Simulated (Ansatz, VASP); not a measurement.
Two plane-wave programs on BN

```
B N
1.0
     2.49824    0.00000    0.00000
    -1.24912    2.16354    0.00000
     0.00000    0.00000    6.63570
B N
2 2
Direct
  0.33333 0.66667 0.25000
  0.66667 0.33333 0.75000
  0.33333 0.66667 0.75000
  0.66667 0.33333 0.25000
```

Alike in both runs: functional r2SCAN; k mesh 12 × 12 × 4; no spin polarisation.

Ansatz relaxed the structure, and its values are those at the end. VASP's run is a single point on that final structure, the one shown.

|  | VASP | Ansatz |
| --- | --- | --- |
| version | VASP 6.6.1 | Ansatz 0.2.0 |
| potentials or method | VASP PAW PBE potentials, release 64 (B, N) | scalar-relativistic, plane waves, PAW |
| plane-wave cutoff (eV) | 520 | 500 |
| occupations | gaussian, width 0.01 eV | fixed |
| valence electrons in the cell | 16 | 16 |

```tsv
	VASP	Ansatz	Ansatz less VASP
gap on the k mesh at the Fermi level (eV)	4.89	4.85	-0.040
least direct gap on the mesh (eV)	5.32	5.29	-0.036
pressure (GPa)	1.5	1.1	-0.40
```

Ansatz warned: «stress_scf_threshold_loose».

Caveats: the PAW data sets were made with another functional, which shifts forces and pressure a little (VASP). r2SCAN opens gaps a little over a GGA but as a rule still falls short of measured ones. A k mesh can miss the band edges.
